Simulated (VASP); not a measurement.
The system is CaF2 (Fluorite).

```
Ca F
1.0
     0.00000    2.75521    2.75521
     2.75521    0.00000    2.75521
     2.75521    2.75521    0.00000
Ca F
1 2
Direct
  0.00000 0.00000 0.00000
  0.25000 0.25000 0.25000
  0.75000 0.75000 0.75000
```

| Property | Result |
| --- | --- |
| Program | VASP 6.6.1 |
| Task | relaxation of cell and atoms |
| Functional | PBEsol |
| Potentials or basis | VASP PAW PBE potentials, release 64 (Ca_sv, F) |
| Cutoff | 600 eV |
| k mesh | 8 × 8 × 8 |
| Occupations | gaussian, width 0.02 eV |
| Spin | no spin polarisation |

At the start: pressure -3.7 GPa; volume 13.94 Å³/atom.

Where does the relaxation end?

Over 3 steps the energy falls by 7.7 meV/atom and the volume is 13.30 Å³/atom (-4.6 %); space group Fm-3m (No. 225, to 0.05 Å).

The path:
```csv
step,energy change (eV),largest force (eV/Å),pressure (GPa),volume (Å³)
1,0.0000,0.0000,-3.67,41.83
2,-0.0232,0.0000,-0.07,39.93
3,-0.0232,0.0000,-0.01,39.90
```

Final structure:
```yaml
crystal:
  lattice:
    - [0.00000, 2.71209, 2.71209]
    - [2.71209, 0.00000, 2.71209]
    - [2.71209, 2.71209, 0.00000]
  atoms:
    - { symbol: Ca, position: [0.00000, 0.00000, 0.00000] }
    - { symbol: F, position: [0.25000, 0.25000, 0.25000] }
    - { symbol: F, position: [0.75000, 0.75000, 0.75000] }
```

Caveat: the PAW data sets were made with another functional, which shifts forces and pressure a little.
